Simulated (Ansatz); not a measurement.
Crystal: Fe3Ge.

```
CELL_PARAMETERS angstrom
3.66050 0.00000 0.00000
0.00000 3.66050 0.00000
0.00000 0.00000 3.66050
ATOMIC_POSITIONS crystal
Ge 0.00000 0.00000 0.00000
Fe 0.50000 0.00000 0.50000
Fe 0.50000 0.50000 0.00000
Fe 0.00000 0.50000 0.50000
```

The cell comes from a database or a generator and needn't be the stable form of this composition.

Base run:

| Property | Result |
| --- | --- |
| Program | Ansatz 0.2.0 |
| Functional | PBEsol |
| Potentials or basis | Ansatz PAW |
| Cutoff | 420 eV (not typed: the program's choice for these potentials) |
| k mesh | 6 × 6 × 6 |
| Occupations | fermi-dirac, width 0.05 eV |
| Spin | collinear spin, ferromagnetic start |
| Starting moments | [0.0, 1.5, 1.5, 1.5] μB |
| Fixed moment | 4.5 μB |

Its results: pressure -18.3 GPa; site moments Ge -0.09; Fe +1.54 μB.

Task: After a change of settings the same cell gave: pressure 25.9 GPa; site moments Ge +0.35; Fe +3.39 μB. Which change was it?
A. fixed moment from 4.5 μB to 18 μB; moments at the start from [0.0, 1.5, 1.5, 1.5] to [0.0, 6.0, 6.0, 6.0]
B. fixed moment from 4.5 μB to 13.5 μB; moments at the start from [0.0, 1.5, 1.5, 1.5] to [0.0, 4.5, 4.5, 4.5]
C. fixed moment from 4.5 μB to 11.2 μB; moments at the start from [0.0, 1.5, 1.5, 1.5] to [0.0, 3.73, 3.73, 3.73]
D. fixed moment from 4.5 μB to 6.8 μB; moments at the start from [0.0, 1.5, 1.5, 1.5] to [0.0, 2.27, 2.27, 2.27]

Result: C.

Caveats: the total moment is fixed, so each spin has its own Fermi level; the PAW data sets come from PBE, with cores solved anew for the run's functional, which leaves a small shift of forces and pressure; the thresholds are loose for stress.
